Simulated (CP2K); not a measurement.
Crystal: TaN.

```
Ta N
1.0
     3.12728    0.00000    0.00000
     1.56364    2.70831    0.00000
     1.56364    0.90277    2.55342
Ta N
1 1
Direct
  0.50000 0.50000 0.50000
  0.00000 0.00000 0.00000
```

The cell comes from a database or a generator and needn't be the stable form of this composition.

Base run:

| Item | Value |
| --- | --- |
| Program | CP2K 2026.2 |
| Functional | BLYP |
| Potentials or basis | POTENTIAL_UZH Ta GTH-PBE-q13, N GTH-PBE-q5; TZVP-MOLOPT-PBE-GTH basis |
| Density cutoff | 9184 eV |
| k mesh | 10 × 10 × 10 |
| Occupations | fermi-dirac, width 0.05 eV |
| Spin | no spin polarisation |

Its results: band gap on the k mesh none (metal or under the smearing width); pressure 5.8 GPa.

Q: The run is repeated on the same cell with these changes: functional from BLYP to BEEF-vdW. What comes out?

A: Band gap on the k mesh none (metal or under the smearing width); pressure -5.4 GPa.

Caveats: the potentials were made for another functional, which shifts forces and pressure; the basis of atomic orbitals isn't converged, which shifts pressures, moduli and gaps.

Not every run made on this cell is shown here.
